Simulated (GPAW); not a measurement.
# Zn (Im-3m) in GPAW: convergence with smearing width (eV)

Aim: find how far smearing width (eV) must go before the results for Zn settle, at LDA. This setting moves, with any that are tied to it; all else stays.

Program: GPAW 26.7.0. These are calculated values, not measurements. Logs are shortened: lines on timing, memory, paths and dates and some standing lists are left out, and cuts for length are marked. The log counts tension as positive stress, the text compression.

**1. The structure**

Symmetry: Im-3m, No. 229, cubic system. Conventional cell: a = 3.138 Å, b = 3.138 Å, c = 3.138 Å, α = 90.00°, β = 90.00°, γ = 90.00°. Around Zn (site symmetry m-3m) lie 8 Zn at 2.72 Å.

This isn't the form of Zn at room conditions, which is hcp.

**2. With smearing width (eV) 0.5**

File run.py:

```python
from ase.dft.bandgap import bandgap
from ase.io import read, write
from ase.units import GPa
from gpaw import GPAW, PW

atoms = read('Zn.xyz')

calc = GPAW(mode=PW(600),
            xc='LDA',
            kpts={'size': (12, 12, 12), 'gamma': True},
            occupations={'name': 'methfessel-paxton', 'order': 0, 'width': 0.5},
            nbands=13,
            convergence={'density': 1e-05, 'energy': 1e-05},
            maxiter=100,
            txt='gpaw.txt')
atoms.calc = calc
energy = atoms.get_potential_energy()
forces = atoms.get_forces()
stress = atoms.get_stress()
calc.write('gs.gpw')
write('result.traj', atoms)
print(f'Energy: {energy:.6f} eV')
print('Forces (eV/A):')
print(forces.round(4))
print('Stress (GPa):', (stress / GPa).round(3))
print('Fermi level:', round(calc.get_fermi_level(), 4), 'eV')
print(f'Gap: {bandgap(calc)[0]:.4f} eV, direct: {bandgap(calc, direct=True)[0]:.4f} eV')
```

File Zn.xyz:

```xyz
1
Lattice="-1.5690370000 1.5690370000 1.5690370000 1.5690370000 -1.5690370000 1.5690370000 1.5690370000 1.5690370000 -1.5690370000" Properties=species:S:1:pos:R:3 pbc="T T T"
Zn     0.0000000000      0.0000000000      0.0000000000
```

Potentials or basis: the program's PAW data sets (release 1.2.1) made for this functional, pw.

Launch:

```
> OMP_NUM_THREADS=1 python run.py
```

gpaw.txt:

```text
__  _  _
 | _ |_)|_||  |
 |__||  | ||/\| - 26.7.0

Input parameters:
  mode=PW(ecut=600.0),
  convergence={'density': 1e-05, 'energy': 1e-05},
  kpts=MonkhorstPack(size=(12, 12, 12), gamma=True),
  maxiter=100,
  nbands=13,
  occupations=Occupations(name='methfessel-paxton', order=0, width=0.5),
  xc=XC(name='LDA')

Diagonalizing LCAO Hamiltonian
Converting LCAO to pw mode

       Zn

Atoms  # Å, Bohr magnetons
|   | symbol |        x |        y |        z |    initial magnetic moments |
|---|--------|----------|----------|----------|-----------------------------|
| 0 |     Zn | 0.000000 | 0.000000 | 0.000000 | ( 0.0000,  0.0000,  0.0000) |

Unit cell  # Å
| periodic |         x |         y |         z |  lengths |     angles |
|----------|-----------|-----------|-----------|----------|------------|
|      yes | -1.569037 |  1.569037 |  1.569037 | 2.717652 | 109.471221 |
|      yes |  1.569037 | -1.569037 |  1.569037 | 2.717652 | 109.471221 |
|      yes |  1.569037 |  1.569037 | -1.569037 | 2.717652 | 109.471221 |

Number of symmetries: 48
Symmetry operations  # r_c * U_cc + t_c -> r_c
|    | kind |            matrix            |
|----|------|------------------------------|
|  0 |  σ   |  1, 1, 1,  0, 0,-1,  0,-1, 0 |
|  1 |  C4  |  1, 1, 1,  0, 0,-1, -1, 0, 0 |
|  2 |  C2  |  1, 1, 1,  0,-1, 0,  0, 0,-1 |
|  3 |  S6  |  1, 1, 1,  0,-1, 0, -1, 0, 0 |
|  4 |  S6  |  1, 1, 1, -1, 0, 0,  0, 0,-1 |
|  5 |  C4  |  1, 1, 1, -1, 0, 0,  0,-1, 0 |
|  6 |  E   |  1, 0, 0,  0, 1, 0,  0, 0, 1 |
|  7 |  σ   |  1, 0, 0,  0, 1, 0, -1,-1,-1 |
|  8 |  σ   |  1, 0, 0,  0, 0, 1,  0, 1, 0 |
|  9 |  C3  |  1, 0, 0,  0, 0, 1, -1,-1,-1 |
| 10 |  C3  |  1, 0, 0, -1,-1,-1,  0, 1, 0 |
| 11 |  σ   |  1, 0, 0, -1,-1,-1,  0, 0, 1 |
| 12 |  σ   |  0, 1, 0,  1, 0, 0,  0, 0, 1 |
| 13 |  C2  |  0, 1, 0,  1, 0, 0, -1,-1,-1 |
| 14 |  C3  |  0, 1, 0,  0, 0, 1,  1, 0, 0 |
| 15 |  S4  |  0, 1, 0,  0, 0, 1, -1,-1,-1 |
| 16 |  S4  |  0, 1, 0, -1,-1,-1,  1, 0, 0 |
| 17 |  C3  |  0, 1, 0, -1,-1,-1,  0, 0, 1 |
| 18 |  C3  |  0, 0, 1,  1, 0, 0,  0, 1, 0 |
| 19 |  S4  |  0, 0, 1,  1, 0, 0, -1,-1,-1 |
| 20 |  σ   |  0, 0, 1,  0, 1, 0,  1, 0, 0 |
| 21 |  C3  |  0, 0, 1,  0, 1, 0, -1,-1,-1 |
| 22 |  C2  |  0, 0, 1, -1,-1,-1,  1, 0, 0 |
| 23 |  S4  |  0, 0, 1, -1,-1,-1,  0, 1, 0 |
| 24 |  C4  |  0, 0,-1,  1, 1, 1,  0,-1, 0 |
| 25 |  σ   |  0, 0,-1,  1, 1, 1, -1, 0, 0 |
| 26 |  S6  |  0, 0,-1,  0,-1, 0,  1, 1, 1 |
| 27 |  C2  |  0, 0,-1,  0,-1, 0, -1, 0, 0 |
| 28 |  C4  |  0, 0,-1, -1, 0, 0,  1, 1, 1 |
| 29 |  S6  |  0, 0,-1, -1, 0, 0,  0,-1, 0 |
| 30 |  S6  |  0,-1, 0,  1, 1, 1,  0, 0,-1 |
| 31 |  C4  |  0,-1, 0,  1, 1, 1, -1, 0, 0 |
| 32 |  C4  |  0,-1, 0,  0, 0,-1,  1, 1, 1 |
| 33 |  S6  |  0,-1, 0,  0, 0,-1, -1, 0, 0 |
| 34 |  σ   |  0,-1, 0, -1, 0, 0,  1, 1, 1 |
| 35 |  C2  |  0,-1, 0, -1, 0, 0,  0, 0,-1 |
| 36 |  C2  | -1, 0, 0,  1, 1, 1,  0, 0,-1 |
| 37 |  S6  | -1, 0, 0,  1, 1, 1,  0,-1, 0 |
| 38 |  S6  | -1, 0, 0,  0, 0,-1,  1, 1, 1 |
| 39 |  C2  | -1, 0, 0,  0, 0,-1,  0,-1, 0 |
| 40 |  C2  | -1, 0, 0,  0,-1, 0,  1, 1, 1 |
| 41 |  i   | -1, 0, 0,  0,-1, 0,  0, 0,-1 |
| 42 |  S4  | -1,-1,-1,  1, 0, 0,  0, 1, 0 |
| 43 |  C3  | -1,-1,-1,  1, 0, 0,  0, 0, 1 |
| 44 |  C3  | -1,-1,-1,  0, 1, 0,  1, 0, 0 |
| 45 |  σ   | -1,-1,-1,  0, 1, 0,  0, 0, 1 |
| 46 |  S4  | -1,-1,-1,  0, 0, 1,  1, 0, 0 |
| 47 |  C2  | -1,-1,-1,  0, 0, 1,  0, 1, 0 |

BZ-sampling:
  Number of BZ points: 1728
  Number of IBZ points: 72

  Monkhorst-Pack size: [12, 12, 12]
  Monkhorst-Pack shift: [0.041666666666666664, 0.041666666666666664, 0.041666666666666664]

K-points  # in reciprocal-cell coordinates
|     |                                coordinates |     weight |
|-----|--------------------------------------------|------------|
|   0 | ( -0.00000000,  -0.00000000,  -0.00000000) | 0.00057870 |
|   1 | (  0.08333333,  -0.00000000,  -0.00000000) | 0.00694444 |
|   2 | (  0.08333333,   0.08333333,  -0.08333333) | 0.00347222 |
|   3 | (  0.16666667,  -0.00000000,  -0.08333333) | 0.01388889 |
|   4 | (  0.16666667,  -0.00000000,  -0.00000000) | 0.00694444 |
|   5 | (  0.16666667,   0.08333333,  -0.08333333) | 0.01388889 |
|   6 | (  0.16666667,   0.16666667,  -0.16666667) | 0.00347222 |
|   7 | (  0.25000000,  -0.08333333,  -0.08333333) | 0.00462963 |
|   8 | (  0.25000000,  -0.00000000,  -0.08333333) | 0.02777778 |
|   9 | (  0.25000000,  -0.00000000,  -0.00000000) | 0.00694444 |
| ... |                                            |            |
|  71 | (  0.50000000,   0.50000000,   0.50000000) | 0.00057870 |

Plane wave coefficients: 533
Cutoff: 600.0 eV

Spin-components: 1 (collinear spins)
Bands:           13
Projectors:      6
Spin-degeneracy: 2
Datatype:        complex128

Parallelization:
  kpt:    1
  domain: 1
  band:   1

Density:
  Valence electrons: 12.0
  Components: 1
  Grid points: [16 16 16]
  Charge: 0.0  # |e|

Potential:
  Grid points: [16 16 16]

species:
  Zn:
    name:    Zinc
    Z:       30.0
    valence: 12
    core:    18
    charge:  0.0  # [|e|]
    compensation charges:
      type: gauss
      rc: 0.37  # [Å]
      lmax: 2
    cutoffs:
      filter: 2.14  # [Å]
      core: 2.28  # [Å]
    projectors
    | kind |    occ | energy [eV] | rcut [Å] |
    |------|--------|-------------|----------|
    |   4s |  2.000 |      -6.218 |    1.286 |
    |   4p |  0.000 |      -1.230 |    1.270 |
    |   3d | 10.000 |     -10.426 |    1.180 |
    |    s |        |      20.994 |    1.286 |
    |    p |        |      25.981 |    1.270 |
    |    d |        |      16.786 |    1.180 |

    Using partial waves for Zn as LCAO basis

Reference energy: -48787.901704  # eV

eigensolver:
  PPCG
  Converge bands: occupied
  niter=2

density mixing:
  MSR1-Mixer
  Pratt-step length: 0.05
  Maximum mixing coefficient: 0.75
  Old densities: 10
  SVD Regularization: 0.005
  Good broyden scale: 1.0
  Trust region scale: 1.0
  Backstep threshold: 4.0
  History deletion threshold: 6.0
  Fourier metric: weight=20.0, sigma=0.015

occupation numbers:
  Methfessel-Paxton:
    width: 0.5000  # eV
    order: 0

poisson solver:
  ecut: 4800.0  # eV

xc functional:
  name: None

convergence criteria:
- Maximum integral of absolute [dens]ity change: 1e-05 electrons / valence electron
- Maximum [total energy] change in last 3 cyles: 1e-05 eV / valence electron
- Maximum integral of absolute [eigenst]ate change: 4e-08 eV^2 / valence electron
maximum number of iterations: 100

SCF iterations
|iter     | |      energy | eigst |  dens |
|---------|-|-------------|-------|-------|
|iter:   1| |   -1.900259 | -0.13 |       |
|iter:   2| |   -1.873634 | -3.12 | -1.42 |
|iter:   3| |   -1.806326 | -2.00 | -1.46 |
|iter:   4| |   -1.805769 | -3.81 | -1.92 |
|iter:   5| |   -1.805605 | -3.78 | -2.27 |
|iter:   6| |   -1.805617 | -5.98 | -3.86 |
|iter:   7| |   -1.805618c| -6.47 | -3.92 |
|iter:   8| |   -1.805618c| -8.87c| -5.01c|

Converged in 8 steps
Energy contributions relative to reference atoms: (reference = -48787.901704)

Energy contributions:
  Kinetic:          -2.859207
  Coulomb:           4.219696
  Zero:             -0.025494
  External:          0.000000
  Xc:               -3.118370
  Entropy:          -0.044486
  Spinorbit:         0.000000
  ----------------------------
  Free energy:      -1.827861
  Extrapolated:     -1.805618

dipole moment: (-3.033818, -3.033818, -3.033818)  # |e|*Ang

Fermi level: 6.166
Eigenvalues  # (at kpt = [-0.000, -0.000, -0.000])
| band index |      eig [eV] | occ [0-2] |
|------------|---------------|-----------|
|          0 |        -4.154 |     2.000 |
|          1 |        -1.591 |     2.000 |
|          2 |        -1.591 |     2.000 |
|          3 |        -1.591 |     2.000 |
|          4 |        -1.091 |     2.000 |
|          5 |        -1.091 |     2.000 |
|          6 |        24.891 |     0.000 |
|          7 |        24.891 |     0.000 |
|          8 |        24.891 |     0.000 |
|          9 |        26.814 |     0.000 |
|         10 |        26.814 |     0.000 |
|         11 |        26.814 |     0.000 |
|         12 |        28.084 |     0.000 |

No gap
No difference between direct/indirect transitions

Forces  # eV/Ang
|       x |       y |       z |
|---------|---------|---------|
| 0.00000 | 0.00000 | 0.00000 |  # Zn   0

Stress tensor  # eV/Ang^3
|         x |         y |        z |
|-----------|-----------|----------|
|  0.053009 | -0.000000 | 0.000000 |
| -0.000000 |  0.053009 | 0.000000 |
|  0.000000 |  0.000000 | 0.053009 |

# Writing to gs.gpw (mode='')
```

It took 9.4 s on 1 thread of Arm Neoverse V1, shared host; peak memory 0.13 GiB.

Results:

```yaml
Free_energy: -1.8279 eV
Pressure: -8.5 GPa
Band_gap_on_the_k_mesh: none (metal or under the smearing width)
```

**3. With smearing width (eV) 0.3**

Changes to run.py since step 2:

```diff
@@ -10,3 +10,3 @@
             kpts={'size': (12, 12, 12), 'gamma': True},
-            occupations={'name': 'methfessel-paxton', 'order': 0, 'width': 0.5},
+            occupations={'name': 'methfessel-paxton', 'order': 0, 'width': 0.3},
             nbands=13,
```

Zn.xyz is that of step 2.

Potentials or basis: the program's PAW data sets (release 1.2.1) made for this functional, pw.

Launch:

```
> OMP_NUM_THREADS=1 python run.py
```

It took 9.4 s on 1 thread of Arm Neoverse V1, shared host; peak memory 0.13 GiB.

What came out:

```
Free energy            : -1.8133 eV
Pressure               : -8.6 GPa
Band gap on the k mesh : none (metal or under the smearing width)
```

**4. With smearing width (eV) 0.2**

Changes to run.py since step 3:

```diff
@@ -10,3 +10,3 @@
             kpts={'size': (12, 12, 12), 'gamma': True},
-            occupations={'name': 'methfessel-paxton', 'order': 0, 'width': 0.3},
+            occupations={'name': 'methfessel-paxton', 'order': 0, 'width': 0.2},
             nbands=13,
```

Zn.xyz is that of step 3.

Launch:

```
> OMP_NUM_THREADS=1 python run.py
```

Wall time 9.2 s (1 thread of Arm Neoverse V1, shared host); peak memory 0.13 GiB.

Results (log left out):

- Free energy: -1.8086 eV
- Pressure: -8.7 GPa
- Band gap on the k mesh: none (metal or under the smearing width)

**5. With smearing width (eV) 0.15**

Changes to run.py since step 4:

```diff
@@ -10,3 +10,3 @@
             kpts={'size': (12, 12, 12), 'gamma': True},
-            occupations={'name': 'methfessel-paxton', 'order': 0, 'width': 0.2},
+            occupations={'name': 'methfessel-paxton', 'order': 0, 'width': 0.15},
             nbands=13,
```

Zn.xyz is that of step 4.

Launch:

```
> OMP_NUM_THREADS=1 python run.py
```

Wall time 9.5 s (1 thread of Arm Neoverse V1, shared host); peak memory 0.13 GiB.

It converged, with:

```yaml
Free_energy: -1.8069 eV
Pressure: -8.7 GPa
Band_gap_on_the_k_mesh: none (metal or under the smearing width)
```

**6. With smearing width (eV) 0.1**

Changes to run.py since step 5:

```diff
@@ -10,3 +10,3 @@
             kpts={'size': (12, 12, 12), 'gamma': True},
-            occupations={'name': 'methfessel-paxton', 'order': 0, 'width': 0.15},
+            occupations={'name': 'methfessel-paxton', 'order': 0, 'width': 0.1},
             nbands=13,
```

Zn.xyz is that of step 5.

Potentials or basis: the program's PAW data sets (release 1.2.1) made for this functional, pw.

Launch:

```
> OMP_NUM_THREADS=1 python run.py
```

It took 9.5 s on 1 thread of Arm Neoverse V1, shared host; peak memory 0.13 GiB.

Results (log left out):

| Item | Value |
| --- | --- |
| Free energy | -1.8057 eV |
| Pressure | -8.6 GPa |
| Band gap on the k mesh | none (metal or under the smearing width) |

**7. With smearing width (eV) 0.05**

Changes to run.py since step 6:

```diff
@@ -10,3 +10,3 @@
             kpts={'size': (12, 12, 12), 'gamma': True},
-            occupations={'name': 'methfessel-paxton', 'order': 0, 'width': 0.1},
+            occupations={'name': 'methfessel-paxton', 'order': 0, 'width': 0.05},
             nbands=13,
```

Zn.xyz is that of step 6.

Launch:

```
> OMP_NUM_THREADS=1 python run.py
```

It took 9.5 s on 1 thread of Arm Neoverse V1, shared host; peak memory 0.13 GiB.

The run converged. Its results:

* Free energy: -1.8047 eV
* Pressure: -8.6 GPa
* Band gap on the k mesh: none (metal or under the smearing width)

**8. With smearing width (eV) 0.025**

Changes to run.py since step 7:

```diff
@@ -10,3 +10,3 @@
             kpts={'size': (12, 12, 12), 'gamma': True},
-            occupations={'name': 'methfessel-paxton', 'order': 0, 'width': 0.05},
+            occupations={'name': 'methfessel-paxton', 'order': 0, 'width': 0.025},
             nbands=13,
```

Zn.xyz is that of step 7.

Launch:

```
> OMP_NUM_THREADS=1 python run.py
```

Run time: 9.4 s. Hardware: 1 thread of Arm Neoverse V1, shared host; peak memory 0.13 GiB.

The run converged. Its results:

```
Free energy            : -1.8044 eV
Pressure               : -8.6 GPa
Band gap on the k mesh : none (metal or under the smearing width)
```

**9. With smearing width (eV) 0.01**

Changes to run.py since step 8:

```diff
@@ -10,3 +10,3 @@
             kpts={'size': (12, 12, 12), 'gamma': True},
-            occupations={'name': 'methfessel-paxton', 'order': 0, 'width': 0.025},
+            occupations={'name': 'methfessel-paxton', 'order': 0, 'width': 0.01},
             nbands=13,
```

Zn.xyz is that of step 8.

Potentials or basis: the program's PAW data sets (release 1.2.1) made for this functional, pw.

Launch:

```
> OMP_NUM_THREADS=1 python run.py
```

Wall time 9.4 s (1 thread of Arm Neoverse V1, shared host); peak memory 0.13 GiB.

It converged, with:

| Property | Result |
| --- | --- |
| Free energy | -1.8041 eV |
| Pressure | -8.7 GPa |
| Band gap on the k mesh | none (metal or under the smearing width) |

**10. Summary**

| smearing width (eV) | energy less the tightest run, at zero smearing (meV/atom) | pressure (GPa) | SCF cycles | CPU time (s) | peak memory (GiB) |
| --- | --- | --- | --- | --- | --- |
| 0.5 | -1.56 | -8.49 | 8 | 9.4 | 0.13 |
| 0.3 | -0.76 | -8.63 | 8 | 9.4 | 0.13 |
| 0.2 | -0.74 | -8.67 | 8 | 9.2 | 0.13 |
| 0.15 | -0.67 | -8.65 | 8 | 9.5 | 0.13 |
| 0.1 | -0.54 | -8.61 | 8 | 9.5 | 0.13 |
| 0.05 | -0.28 | -8.62 | 8 | 9.5 | 0.13 |
| 0.025 | -0.11 | -8.65 | 8 | 9.4 | 0.13 |
| 0.01 | 0.00 | -8.65 | 8 | 9.4 | 0.13 |

Against the tightest run, the energy stays within 1 meV/atom from 0.3 on; the pressure stays within 0.1 GPa from 0.3 on. Narrower smearing needs a denser k mesh, so at a fixed mesh the narrowest width isn't the most accurate. The tightest run that finished is the yardstick and may itself not be fully converged.
